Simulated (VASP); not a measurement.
# Ca (Immm) in VASP: notebook

Runs on Ca. Level: PBE. Tasks: single point.

Program: VASP 6.6.1. These are calculated values, not measurements. Logs are shortened: lines on timing, memory, paths and dates and some standing lists are left out, and cuts for length are marked.

### Step 1. Starting point

The structure is orthorhombic, space group Immm (No. 71). Conventional cell: a = 4.193 Å, b = 4.203 Å, c = 4.891 Å, α = 90.00°, β = 90.00°, γ = 90.00°. Around Ca (site symmetry mmm) lie 12 Ca at 3.85 to 4.20 Å.

This isn't the form of Ca at room conditions, which is fcc.

### Step 2. Single point, PBE

File INCAR:

```
PREC     = Accurate       # precision mode
ENCUT    = 250            # plane-wave cutoff, eV
EDIFF    = 1E-6           # SCF threshold, eV
ISMEAR   = 1              # smearing method
SIGMA    = 0.1            # smearing width, eV
LREAL    = False          # projectors in reciprocal space
LASPH    = True           # aspherical terms in the spheres
NELM     = 100            # most SCF steps
ALGO     = Normal         # electronic algorithm
ISIF     = 2              # what is computed and relaxed
LWAVE    = False          # write WAVECAR
LCHARG   = False          # write CHGCAR
GGA      = PE             # functional
ADDGRID  = False
```

File KPOINTS:

```
Automatic mesh
0
Gamma
  14 14 14
```

File POSCAR:

```
Ca
1.0
   -2.0964874600      2.1017318100      2.4453524600
    2.0964874600     -2.1017318100      2.4453524600
    2.0964874600      2.1017318100     -2.4453524600
Ca
1
Direct
    0.5000000000      0.5000000000      0.0000000000
```

Potentials or basis: VASP PAW PBE potentials, release 64 (Ca_pv).

Launch:

```
> cat potpaw_PBE.64/Ca_pv/POTCAR > POTCAR
> mpirun -np 1 vasp_std > vasp.out
```

OUTCAR:

```text
PREC = Accurate
   ENCUT = 250
   EDIFF = 1E-6
   ISMEAR = 1
   LREAL = False
   LASPH = True
   NELM = 100
   ISIF = 2
   GGA = PE

 Found    428 irreducible k-points:

 Following reciprocal coordinates:
            Coordinates               Weight
  0.000000  0.000000  0.000000      1.000000
  0.071429 -0.000000  0.000000      4.000000
  0.142857 -0.000000  0.000000      4.000000
  0.214286 -0.000000  0.000000      4.000000
  0.285714 -0.000000  0.000000      4.000000
  0.357143 -0.000000  0.000000      4.000000
   k-points           NKPTS =    428   k-points in BZ     NKDIM =    428   number of bands    NBANDS=      8
   number of dos      NEDOS =    301   number of ions     NIONS =      1
   total plane-waves  NPLWV =   8000
   dimension x,y,z NGX =    20 NGY =   20 NGZ =   20
   dimension x,y,z NGXF=    40 NGYF=   40 NGZF=   40
   ions per type =               1
   NGX,Y,Z   is equivalent  to a cutoff of   8.64,  8.64,  8.64 a.u.
   NGXF,Y,Z  is equivalent  to a cutoff of  17.29, 17.29, 17.29 a.u.
 SYSTEM =  unknown system
   PREC   = accura    normal or accurate (medium, high low for compatibility)
   ISTART =      0    job   : 0-new  1-cont  2-samecut
   ICHARG =      2    charge: 1-file 2-atom 10-const
   ISPIN  =      1    spin polarized calculation?
   LNONCOLLINEAR =      F non collinear calculations
   LSORBIT =      F    spin-orbit coupling
   LASPH  =      T    aspherical Exc in radial PAW
   ENCUT  =  250.0 eV  18.37 Ry    4.29 a.u.   4.96  4.96  4.96*2*pi/ulx,y,z
   NELM   =    100;   NELMIN=  2; NELMDL= -5     # of ELM steps
   EDIFF  = 0.1E-05   stopping-criterion for ELM
   LREAL  =      F    real-space projection
[... 7 lines left out ...]
   TEBEG  =    0.0;   TEEND  =   0.0 temperature during run
   PSTRESS=    0.0 pullay stress
   NELECT =       8.0000    total number of electrons
   NUPDOWN=      -1.0000    fix difference up-down
   EMIN   =  10.00;   EMAX   =-10.00  energy-range for DOS
   EFERMI =   0.00;   METHOD = LEGACY
   ISMEAR =     1;   SIGMA  =   0.10  broadening in eV -4-tet -1-fermi 0-gaus
   EFERMI_NEDOS =   21; number of points for ismear=-14 and -15
   IALGO  =     38    algorithm
   IMIX   =      4    mixing-type and parameters
     AMIX     =   0.40;   BMIX     =  1.00
     AMIX_MAG =   1.60;   BMIX_MAG =  1.00
  volume/ion in A,a.u.               =      43.10       290.85
  Fermi-wavevector in a.u.,A,eV,Ry     =   0.933859  1.764737 11.865532  0.872092
  Thomas-Fermi vector in A             =   2.060604
   LORBIT       =      0    0 simple, 1 ext, 2 COOP (PROOUT), +10 PAW based schemes
   GGA     = PE    functional components
   LHFCALC =     F    Hartree Fock is set to
   AEXX    =    0.0000 exact exchange contribution
   IVDW    =     0    specifies the selected vdW correction
   LEPSILON=     F    determine dielectric tensor
   LRPA    =     F    only Hartree local field effects (RPA)
 non-spin polarized calculation
 Methfessel and Paxton  Order N= 1 SIGMA  =   0.10
  energy-cutoff  :      250.00
  volume of cell :       43.10
 maximum number of plane-waves:       418
   NGX =  9   NGY =  9   NGZ =  9

 number of electron       7.9999991 magnetization

 Free energy of the ion-electron system (eV)
  ---------------------------------------------------
  ext. energy  EPLUGINS =         0.00000000
  ---------------------------------------------------
  free energy    TOTEN  =        -1.90816309 eV

  energy without entropy =       -1.90734074  energy(sigma->0) =       -1.90788897

 E-fermi :   2.1238     XC(G=0):  -7.6337

 val. band max:        2.1229382020   @ k =   0.5000  -0.4286   0.3571
 cond. band min:       2.1238708774   @ k =   0.4286  -0.3571   0.3571
 fundamental gap:      0.0009326754
 Fermi energy:         2.1237835698

 k-point     1 :       0.0000    0.0000    0.0000
  band No.  band energies     occupation
      1     -20.8634      2.00000
      2     -20.8629      2.00000
      3     -20.8525      2.00000
      4      -1.8718      2.00000
      5       4.2957      0.00000
      6       4.3090      0.00000
      7       4.8921      0.00000
      8       5.0123      0.00000

 k-point     2 :       0.0714   -0.0000    0.0000
  band No.  band energies     occupation
      1     -20.8674      2.00000
      2     -20.8652      2.00000
      3     -20.8547      2.00000
      4      -1.7848      2.00000
      5       4.2606      0.00000
      6       4.3284      0.00000
      7       4.8880      0.00000
      8       4.9801      0.00000

 k-point     3 :       0.1429   -0.0000    0.0000
  band No.  band energies     occupation
      1     -20.8841      2.00000
      2     -20.8700      2.00000
      3     -20.8566      2.00000
      4      -1.5281      2.00000
      5       4.1037     -0.00000
      6       4.3296      0.00000
      7       4.9433      0.00000
      8       4.9468      0.00000

 k-point     4 :       0.2143   -0.0000    0.0000
  band No.  band energies     occupation
      1     -20.9100      2.00000
      2     -20.8770      2.00000
      3     -20.8574      2.00000
      4      -1.1142      2.00000
      5       3.7838     -0.00000
      6       4.2350      0.00000
      7       4.9747      0.00000
      8       5.1579      0.00000

 k-point     5 :       0.2857   -0.0000    0.0000
  band No.  band energies     occupation
      1     -20.9389      2.00000
      2     -20.8848      2.00000
      3     -20.8579      2.00000
      4      -0.5661      2.00000
      5       3.3586     -0.00000
      6       4.0875     -0.00000
      7       5.0008      0.00000
      8       5.5018      0.00000

 k-point     6 :       0.3571   -0.0000    0.0000
  band No.  band energies     occupation
      1     -20.9649      2.00000
      2     -20.8918      2.00000
      3     -20.8583      2.00000
      4       0.0788      2.00000
      5       2.8742     -0.00000
      6       3.9492     -0.00000
      7       4.9761      0.00000
      8       5.7091      0.00000

 [... further k-points ...]
[... 5 lines left out ...]
  --------------------------------------------------------------------------------------
  -------------------------------------------------------------------------------------
  Total       -0.1317613     -0.1369383     -0.0467587     -0.0000000      0.0000000      0.0000000
  in kB       -4.8980965     -5.0905482     -1.7382083     -0.0000000      0.0000000      0.0000000
  external PRESSURE =      -3.9089510 kB  Pullay stress =       0.0000000 kB

 VOLUME and BASIS-vectors are now :
 -----------------------------------------------------------------------------
  energy-cutoff  :      250.00
  volume of cell :       43.10
      direct lattice vectors                 reciprocal lattice vectors
    -2.096487460  2.101731810  2.445352460     0.000000000  0.237899050  0.204469502
     2.096487460 -2.101731810  2.445352460     0.238494153  0.000000000  0.204469502
     2.096487460  2.101731810 -2.445352460     0.238494153  0.237899050  0.000000000

 POSITION                                       TOTAL-FORCE (eV/Angst)
 -----------------------------------------------------------------------------------
      0.00000      0.00000      2.44535         0.000000      0.000000      0.000000
 -----------------------------------------------------------------------------------
    total drift:                               -0.000000     -0.000000      0.000000

  FREE ENERGIE OF THE ION-ELECTRON SYSTEM (eV)
  ---------------------------------------------------
  free  energy   TOTEN  =        -1.9081630919 eV

  energy  without entropy=       -1.9073407397  energy(sigma->0) =       -1.90788897
```

Run time: 21 s. Hardware: 1 thread of Intel Xeon Platinum 8488C (Sapphire Rapids), shared host; peak memory 0.17 GiB.

These settings aren't checked as converged: the numbers below hold their error.

Results:

- Free energy: -1.9082 eV
- Pressure: -0.4 GPa
- Band gap on the k mesh: none (metal or under the smearing width)

### Step 3. Single point, PBE

This run uses another cell than the first one, of the same volume but with other edges.

INCAR is that of step 2.

KPOINTS is that of step 2.

File POSCAR:

```
Ca
1.0
   -2.1296130000      2.1366080000      2.5183870000
    2.0452440000     -2.1127450000      2.4255450000
    2.0940060000      2.0772270000     -2.4978770000
Ca
1
Direct
    0.5036690000      0.4760610000     -0.0172770000
```

Potentials or basis: VASP PAW PBE potentials, release 64 (Ca_pv).

Launch:

```
> cat potpaw_PBE.64/Ca_pv/POTCAR > POTCAR
> mpirun -np 1 vasp_std > vasp.out
```

Wall time 73 s (1 thread of Intel Xeon Platinum 8488C (Sapphire Rapids), shared host); peak memory 0.27 GiB.

The run converged, but some of its settings lie outside the range that counts as converged, so its numbers aren't taken as properties of the crystal.

What came out:

```
Free energy            : -1.9062 eV
Pressure               : -0.4 GPa
Band gap on the k mesh : none (metal or under the smearing width)
```

### Step 4. Single point, PBE

Edit INCAR of step 3 so:

```diff
@@ -1,3 +1,3 @@
 PREC     = Accurate       # precision mode
-ENCUT    = 250            # plane-wave cutoff, eV
+ENCUT    = 500            # plane-wave cutoff, eV
 EDIFF    = 1E-6           # SCF threshold, eV
```

File KPOINTS:

```
Automatic mesh
0
Gamma
  10 10 10
```

File POSCAR:

```
Ca
1.0
   -2.0964874600      2.1017318100      2.4453524600
    2.0964874600     -2.1017318100      2.4453524600
    2.0964874600      2.1017318100     -2.4453524600
Ca
1
Direct
    0.5000000000      0.5000000000      0.0000000000
```

Launch:

```
> cat potpaw_PBE.64/Ca_pv/POTCAR > POTCAR
> mpirun -np 1 vasp_std > vasp.out
```

Wall time 23 s (1 thread of Intel Xeon Platinum 8488C (Sapphire Rapids), shared host); peak memory 0.2 GiB.

These settings aren't checked as converged: the numbers below hold their error.

Results:

```yaml
Free_energy: -1.9101 eV
Pressure: -0.4 GPa
Band_gap_on_the_k_mesh: none (metal or under the smearing width)
```

### Step 5. Single point, PBE

This run uses another cell than the first one, of the same volume but with other edges.

INCAR is that of step 4.

KPOINTS is that of step 4.

File POSCAR:

```
Ca
1.0
   -2.1296130000      2.1366080000      2.5183870000
    2.0452440000     -2.1127450000      2.4255450000
    2.0940060000      2.0772270000     -2.4978770000
Ca
1
Direct
    0.5036690000      0.4760610000     -0.0172770000
```

Potentials or basis: VASP PAW PBE potentials, release 64 (Ca_pv).

Launch:

```
> cat potpaw_PBE.64/Ca_pv/POTCAR > POTCAR
> mpirun -np 1 vasp_std > vasp.out
```

OUTCAR:

```text
PREC = Accurate
   ENCUT = 500
   EDIFF = 1E-6
   ISMEAR = 1
   LREAL = False
   LASPH = True
   NELM = 100
   ISIF = 2
   GGA = PE

 Found    504 irreducible k-points:

 Following reciprocal coordinates:
            Coordinates               Weight
  0.000000  0.000000  0.000000      1.000000
  0.100000  0.000000  0.000000      2.000000
  0.200000  0.000000  0.000000      2.000000
  0.300000  0.000000 -0.000000      2.000000
  0.400000  0.000000  0.000000      2.000000
  0.500000  0.000000 -0.000000      1.000000
   k-points           NKPTS =    504   k-points in BZ     NKDIM =    504   number of bands    NBANDS=      8
   number of dos      NEDOS =    301   number of ions     NIONS =      1
   total plane-waves  NPLWV =  23520
   dimension x,y,z NGX =    30 NGY =   28 NGZ =   28
   dimension x,y,z NGXF=    60 NGYF=   56 NGZF=   56
   ions per type =               1
   NGX,Y,Z   is equivalent  to a cutoff of  12.69, 12.21, 12.04 a.u.
   NGXF,Y,Z  is equivalent  to a cutoff of  25.38, 24.42, 24.09 a.u.
 SYSTEM =  unknown system
   PREC   = accura    normal or accurate (medium, high low for compatibility)
   ISTART =      0    job   : 0-new  1-cont  2-samecut
   ICHARG =      2    charge: 1-file 2-atom 10-const
   ISPIN  =      1    spin polarized calculation?
   LNONCOLLINEAR =      F non collinear calculations
   LSORBIT =      F    spin-orbit coupling
   LASPH  =      T    aspherical Exc in radial PAW
   ENCUT  =  500.0 eV  36.75 Ry    6.06 a.u.   7.16  6.95  7.05*2*pi/ulx,y,z
   NELM   =    100;   NELMIN=  2; NELMDL= -5     # of ELM steps
   EDIFF  = 0.1E-05   stopping-criterion for ELM
   LREAL  =      F    real-space projection
[... 7 lines left out ...]
   TEBEG  =    0.0;   TEEND  =   0.0 temperature during run
   PSTRESS=    0.0 pullay stress
   NELECT =       8.0000    total number of electrons
   NUPDOWN=      -1.0000    fix difference up-down
   EMIN   =  10.00;   EMAX   =-10.00  energy-range for DOS
   EFERMI =   0.00;   METHOD = LEGACY
   ISMEAR =     1;   SIGMA  =   0.10  broadening in eV -4-tet -1-fermi 0-gaus
   EFERMI_NEDOS =   21; number of points for ismear=-14 and -15
   IALGO  =     38    algorithm
   IMIX   =      4    mixing-type and parameters
     AMIX     =   0.40;   BMIX     =  1.00
     AMIX_MAG =   1.60;   BMIX_MAG =  1.00
  volume/ion in A,a.u.               =      43.10       290.85
  Fermi-wavevector in a.u.,A,eV,Ry     =   0.933859  1.764737 11.865531  0.872092
  Thomas-Fermi vector in A             =   2.060604
   LORBIT       =      0    0 simple, 1 ext, 2 COOP (PROOUT), +10 PAW based schemes
   GGA     = PE    functional components
   LHFCALC =     F    Hartree Fock is set to
   AEXX    =    0.0000 exact exchange contribution
   IVDW    =     0    specifies the selected vdW correction
   LEPSILON=     F    determine dielectric tensor
   LRPA    =     F    only Hartree local field effects (RPA)
 non-spin polarized calculation
 Methfessel and Paxton  Order N= 1 SIGMA  =   0.10
  energy-cutoff  :      500.00
  volume of cell :       43.10
 maximum number of plane-waves:      1112
 NGX is ok and might be reduce to    30

 number of electron       8.0000001 magnetization

 Free energy of the ion-electron system (eV)
  ---------------------------------------------------
  ext. energy  EPLUGINS =         0.00000000
  ---------------------------------------------------
  free energy    TOTEN  =        -1.90727844 eV

  energy without entropy =       -1.90668117  energy(sigma->0) =       -1.90707935

 E-fermi :   2.1347     XC(G=0):  -7.6333

 val. band max:        2.1331002374   @ k =   0.4000  -0.3000   0.4000
 cond. band min:       2.1351499643   @ k =   0.3000   0.1000   0.3000
 fundamental gap:      0.0020497268
 Fermi energy:         2.1346718728

 k-point     1 :       0.0000    0.0000    0.0000
  band No.  band energies     occupation
      1     -20.8683      2.00000
      2     -20.8632      2.00000
      3     -20.8559      2.00000
      4      -1.8718      2.00000
      5       4.2164      0.00000
      6       4.3429      0.00000
      7       4.9504      0.00000
      8       4.9798      0.00000

 k-point     2 :       0.1000    0.0000    0.0000
  band No.  band energies     occupation
      1     -20.8737      2.00000
      2     -20.8708      2.00000
      3     -20.8586      2.00000
      4      -1.7057      2.00000
      5       4.1438      0.00000
      6       4.3573      0.00000
      7       4.9271      0.00000
      8       4.9655      0.00000
[... 23 lines left out ...]
 k-point     5 :       0.4000    0.0000    0.0000
  band No.  band energies     occupation
      1     -20.9779      2.00000
      2     -20.8950      2.00000
      3     -20.8608      2.00000
      4       0.4418      2.00000
      5       2.5055     -0.00000
      6       3.9522     -0.00000
      7       4.8952      0.00000
      8       5.7764      0.00000

 k-point     6 :       0.5000    0.0000   -0.0000
  band No.  band energies     occupation
      1     -20.9901      2.00000
      2     -20.8978      2.00000
      3     -20.8609      2.00000
      4       1.1296      2.00000
      5       1.9176      2.00888
      6       3.8924     -0.00000
      7       4.8534      0.00000
      8       5.8466      0.00000

 [... further k-points ...]
[... 5 lines left out ...]
  --------------------------------------------------------------------------------------
  -------------------------------------------------------------------------------------
  Total       -0.1061911     -0.1372667     -0.0734763      0.0583061     -0.0377686      0.1306489
  in kB       -3.9475515     -5.1027567     -2.7314082      2.1674713     -1.4040105      4.8567447
  external PRESSURE =      -3.9272388 kB  Pullay stress =       0.0000000 kB

 VOLUME and BASIS-vectors are now :
 -----------------------------------------------------------------------------
  energy-cutoff  :      500.00
  volume of cell :       43.10
      direct lattice vectors                 reciprocal lattice vectors
    -2.129613000  2.136608000  2.518387000     0.005544617  0.236380961  0.201221828
     2.045244000 -2.112745000  2.425545000     0.245206417  0.001067158  0.206447491
     2.094006000  2.077227000 -2.497877000     0.243696023  0.239358134  0.003003396

 POSITION                                       TOTAL-FORCE (eV/Angst)
 -----------------------------------------------------------------------------------
      1.95887      2.11169     -0.03158         0.000000      0.000000      0.000000
 -----------------------------------------------------------------------------------
    total drift:                                0.000004     -0.000001     -0.000005

  FREE ENERGIE OF THE ION-ELECTRON SYSTEM (eV)
  ---------------------------------------------------
  free  energy   TOTEN  =        -1.9072784384 eV

  energy  without entropy=       -1.9066811681  energy(sigma->0) =       -1.90707935
```

OSZICAR:

```text
N       E                     dE             d eps       ncg     rms          rms(c)
DAV:   1     0.191614347792E+02    0.19161E+02   -0.39718E+03  8064   0.125E+03
DAV:   2    -0.968961583647E+00   -0.20130E+02   -0.20103E+02  8376   0.123E+02
DAV:   3    -0.188816259757E+01   -0.91920E+00   -0.91810E+00 12888   0.354E+01
DAV:   4    -0.189751681024E+01   -0.93542E-02   -0.93512E-02 10608   0.294E+00
DAV:   5    -0.189761594126E+01   -0.99131E-04   -0.99123E-04 13480   0.286E-01    0.740E-01
DAV:   6    -0.190298916742E+01   -0.53732E-02   -0.72906E-03  9104   0.173E+00    0.428E-01
DAV:   7    -0.190727449589E+01   -0.42853E-02   -0.85228E-03  9272   0.184E+00    0.516E-02
DAV:   8    -0.190726797452E+01    0.65214E-05   -0.42520E-04 10712   0.371E-01    0.882E-03
DAV:   9    -0.190727492697E+01   -0.69524E-05   -0.13437E-05 13472   0.374E-02    0.669E-03
DAV:  10    -0.190727815815E+01   -0.32312E-05   -0.22637E-06 10488   0.312E-02    0.121E-03
DAV:  11    -0.190727843843E+01   -0.28028E-06   -0.41898E-08  4744   0.288E-03
   1 F= -.19072784E+01 E0= -.19070793E+01  d E =-.597270E-03
```

stdout:

```text
POSCAR found type information on POSCAR Ca
 POSCAR found :  1 types and       1 ions
 scaLAPACK will be used
 LDA part: xc-table for (Slater+PW92), standard interpolation
 POSCAR, INCAR and KPOINTS ok, starting setup
 FFT: planning ... GRIDC
 FFT: planning ... GRID_SOFT
 FFT: planning ... GRID
 WAVECAR not read
 entering main loop
```

Run time: 65 s. Hardware: 1 thread of Intel Xeon Platinum 8488C (Sapphire Rapids), shared host; peak memory 0.31 GiB.

The run converged, but some of its settings lie outside the range that counts as converged, so its numbers aren't taken as properties of the crystal.

Results:

- Free energy: -1.9073 eV
- Pressure: -0.4 GPa
- Band gap on the k mesh: none (metal or under the smearing width)

### Step 6. The reference run

An earlier run on the cell as given: functional PBE; potentials or basis VASP PAW PBE potentials, release 64 (Ca_sv); cutoff 520 eV; k mesh 9 × 9 × 9; occupations fermi-dirac, width 0.05 eV; no spin polarisation.

* Pressure: -0.4 GPa
* Band gap on the k mesh: none (metal or under the smearing width)
